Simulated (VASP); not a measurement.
Here is a VASP 6.6.1 calculation.

INCAR

```
PREC = Accurate ; ENCUT = 600
EDIFF = 1E-7 ; ISMEAR = 0
SIGMA = 0.03 ; LREAL = F
LASPH = T ; NELM = 80
ALGO = Normal ; ISIF = 2
LWAVE = F ; LCHARG = F
GGA = PE ; IVDW = 12
IBRION = 2 ; NSW = 40
EDIFFG = -0.01
```

KPOINTS

```
Automatic mesh
0
Gamma
  8 8 8
```

The input POSCAR:

```
CaF2                                    
1.0
    0.0000000000      2.6810321515      2.6810321515
    2.6810321515      0.0000000000      2.6810321515
    2.6810321515      2.6810321515      0.0000000000
  Ca              F             
     1     2
Direct
     0.0000000000000000    0.0000000000000000    0.0000000000000000
     0.2500000000000000    0.2500000000000000    0.2500000000000000
     0.7500000000000000    0.7500000000000000    0.7500000000000000
```

Potentials or basis: VASP PAW PBE potentials, release 64 (Ca_sv, F).

Run with:

```bash
$ cat potpaw_PBE.64/Ca_sv/POTCAR potpaw_PBE.64/F/POTCAR > POTCAR
$ mpirun -np 1 vasp_std > vasp.out
```

(1) What does it give for the dispersion energy per atom?

(2) Predict the band gap on the k mesh.

Answers

(1) -0.166 eV.

(2) 7.61 eV, indirect (least direct gap 7.88 eV).

Caveat: the relaxation stopped at its first step, so nothing moved.
